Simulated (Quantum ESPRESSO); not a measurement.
Wanted: the native input for a Quantum ESPRESSO 7.5 run.

* Task: relaxation of cell and atoms
* Functional: PBEsol
* Potentials or basis: SSSP 1.3 efficiency PBE
* Cutoff: 939 eV
* Density cutoff: 7510 eV
* k mesh: 7 × 7 × 7
* Occupations: fermi-dirac, width 0.05 eV
* Spin: no spin polarisation
* Target pressure: 2 GPa
* Mixing beta: 0.5
* Most SCF iterations: 120
* SCF threshold: 4e-10 Ry
* Most ionic steps: 40
* Forc conv thr: 0.0004 Ry/bohr
* Etot conv thr: 1e-05 Ry
* Ion dynamics: bfgs
* Cell dynamics: bfgs
* Press conv thr: 0.3 kbar

Sn:

```
Sn
1.0
     0.00000    3.23334    3.23334
     3.23334    0.00000    3.23334
     3.23334    3.23334    0.00000
Sn
2
Cartesian
  4.8500 4.8500 4.8500
  3.2333 3.2333 3.2333
```

This isn't the form of Sn at room conditions, which is tetragonal (white tin).

One way to write it, as run:

pw.in

```
&CONTROL
  calculation = 'vc-relax'
  prefix = 'pwscf'
  outdir = './tmp'
  pseudo_dir = './pseudo'
  tprnfor = .true.
  tstress = .true.
  disk_io = 'low'
  nstep = 40
  forc_conv_thr = 0.0004
  etot_conv_thr = 1d-05
/
&SYSTEM
  ibrav = 0
  A = 4.57263724
  nat = 2
  ntyp = 1
  ecutwfc = 69
  ecutrho = 552
  nbnd = 21
  input_dft = 'pbesol'
  occupations = 'smearing'
  smearing = 'fd'
  degauss = 0.00367493
/
&ELECTRONS
  conv_thr = 4d-10
  electron_maxstep = 120
  mixing_beta = 0.5
/
&IONS
  ion_dynamics = 'bfgs'
/
&CELL
  cell_dynamics = 'bfgs'
  press = 20
  press_conv_thr = 0.3
/
ATOMIC_SPECIES
Sn   118.7100 Sn_pbe_v1.uspp.F.UPF
CELL_PARAMETERS alat
   0.0000000000    0.7071067811    0.7071067811
   0.7071067811    0.0000000000    0.7071067811
   0.7071067811    0.7071067811    0.0000000000
ATOMIC_POSITIONS alat
Sn     1.0606601717    1.0606601717    1.0606601717
Sn     0.7071067811    0.7071067811    0.7071067811
K_POINTS automatic
7 7 7 0 0 0
```

Potentials or basis: SSSP 1.3 efficiency PBE.

Run with:

```sh
$ OMP_NUM_THREADS=1 pw.x -in pw.in > pw.out
```

It gave:

```yaml
Relaxed_volume: 33.47 Å³/atom
Relaxed_cell: a = 4.557 Å, b = 4.557 Å, c = 4.557 Å, α = 60.00°, β = 60.00°, γ = 60.00°
Space_group_after_relaxing_to_0.05_Å: Fd-3m (No. 227)
Energy_change_on_relaxing_the_enthalpy_is_what_falls: +3.7 meV/atom
Ionic_steps: 5
Pressure_after_relaxing: 2.0 GPa
Band_gap_on_the_k_mesh: none (metal or under the smearing width)
```

Caveat: the potentials were made for another functional, which shifts forces and pressure.

Wall time 2.9 min on 1 thread of Arm Neoverse V2, on a shared host, peak memory 0.41 GiB.
